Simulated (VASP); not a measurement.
**Pb under changes of volume**

One of the cells (30.929 Å³/atom); the others are scaled copies at fixed shape and fractional positions:

```xyz
1
Lattice="0.0000 2.4914 2.4914 2.4914 0.0000 2.4914 2.4914 2.4914 0.0000" Properties=species:S:1:pos:R:3 pbc="T T T"
Pb    0.0000    0.0000    0.0000
```

```yaml
Program: VASP 6.6.1
Functional: r2SCAN
Potentials_or_basis: VASP PAW PBE potentials, release 64 (Pb_d)
Cutoff: 520 eV
k_mesh: 9 × 9 × 9
Occupations: fermi-dirac, width 0.05 eV
Spin: no spin polarisation
```

```csv
volume (Å³/atom),energy over the lowest point (meV/atom),pressure (GPa)
28.503,36.31,4.8
29.110,?,?
29.716,9.24,2.2
30.929,0.00,0.2
31.535,0.85,-0.7
32.142,4.66,-1.4
```

Q: What does the run at 29.110 Å³/atom give?

A: Energy over the lowest point 20.29 meV/atom; pressure 3.4 GPa.

Worked out: A Birch-Murnaghan fit of order 3 (a polynomial in V^(-2/3)) to the other rows has its minimum at 31.08 Å³/atom with B0 = V·E''(V) = 45 GPa and B' = 5.5. It gives 20.24 meV/atom at 29.110 Å³/atom, against the run's 20.29, and -dE/dV = 3.5 GPa, against 3.4.

Energies are extrapolated to zero smearing.

Caveats: the PAW data sets were made with another functional, which shifts forces and pressure a little.
